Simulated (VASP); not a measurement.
The system is Si2Mo.

```
Mo Si
1.0
     3.20000    0.00000    0.00000
     0.00000    3.20000    0.00000
     0.00000    0.00000    7.86100
Mo Si
2 4
Direct
  0.00000 0.00000 0.00000
  0.50000 0.50000 0.50000
  0.50000 0.50000 0.16700
  0.50000 0.50000 0.83300
  0.00000 0.00000 0.66700
  0.00000 0.00000 0.33300
```

| Property | Result |
| --- | --- |
| Program | VASP 6.6.1 |
| Task | relaxation of cell and atoms |
| Functional | PBEsol |
| Dispersion | ULG |
| Potentials or basis | VASP PAW PBE potentials, release 64 (Mo_sv, Si) |
| Cutoff | 600 eV |
| k mesh | 8 × 8 × 4 |
| Occupations | gaussian, width 0.1 eV |
| Spin | no spin polarisation |

At the start: pressure -6.1 GPa; volume 13.42 Å³/atom.

How do energy, volume and symmetry change on relaxing?

Over 6 steps the energy falls by 8.9 meV/atom and the volume is 13.06 Å³/atom (-2.7 %); space group I4/mmm (No. 139, to 0.05 Å).

The path:
```
step  energy change (eV)  largest force (eV/Å)  pressure (GPa)  volume (Å³)
   1              0.0000                0.3560           -6.12        80.50
   2              0.0896                0.1651           12.61        74.67
   3             -0.0500                0.1840            0.22        78.25
   4             -0.0501                0.1802            0.35        78.20
   5             -0.0535                0.0166            0.12        78.32
   6             -0.0535                0.0015            0.09        78.34
```

Final structure:
```
Mo Si
1.0
     3.17271    0.00000    0.00000
     0.00000    3.17271    0.00000
     0.00000    0.00000    7.78212
Mo Si
2 4
Direct
  0.00000 0.00000 0.00000
  0.50000 0.50000 0.50000
  0.50000 0.50000 0.16503
  0.50000 0.50000 0.83497
  0.00000 0.00000 0.66503
  0.00000 0.00000 0.33497
```

Caveat: atom-pairwise D2, TS and ULG terms overbind metals; the PAW data sets were made with another functional, which shifts forces and pressure a little; pairwise dispersion overbinds metals, which lowers pressure and volume.
